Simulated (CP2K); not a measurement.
Nb under changes of volume

One of the cells (18.922 Å³/atom); the others are scaled copies at fixed shape and fractional positions:

```xyz
1
Lattice="2.9911 0.0000 0.0000 1.4955 2.5903 0.0000 1.4955 0.8634 2.4422" Properties=species:S:1:pos:R:3 pbc="T T T"
Nb    0.0000    0.0000    0.0000
```

This isn't the form of Nb at room conditions, which is bcc.

| Quantity | Value |
| --- | --- |
| Program | CP2K 2026.2 |
| Functional | PBEsol |
| Potentials or basis | POTENTIAL_UZH Nb GTH-PBE-q13; TZVP-MOLOPT-PBE-GTH basis |
| Density cutoff | 6123 eV |
| k mesh | 11 × 11 × 11 |
| Occupations | fermi-dirac, width 0.05 eV |
| Spin | no spin polarisation |

```tsv
volume (Å³/atom)	energy over the lowest point (meV/atom)	pressure (GPa)
17.786	6.26	4.6
18.165	0.00	0.7
18.543	2.54	-2.8
18.922	13.13	-6.1
19.300	31.02	-9.0
19.679	?	?
20.057	86.01	-14.0
```

**Question.** What does the run at 19.679 Å³/atom give?

**Answer.** Energy over the lowest point 55.50 meV/atom; pressure -11.6 GPa.

Worked out: A Birch-Murnaghan fit of order 3 (a polynomial in V^(-2/3)) to the other rows has its minimum at 18.24 Å³/atom with B0 = V·E''(V) = 177 GPa and B' = 3.7. It gives 55.54 meV/atom at 19.679 Å³/atom, against the run's 55.50, and -dE/dV = -11.7 GPa, against -11.6.

Energies are extrapolated to zero smearing.

Caveats: the potentials were made for another functional, which shifts forces and pressure; the basis of atomic orbitals isn't converged, which shifts pressures, moduli and gaps.
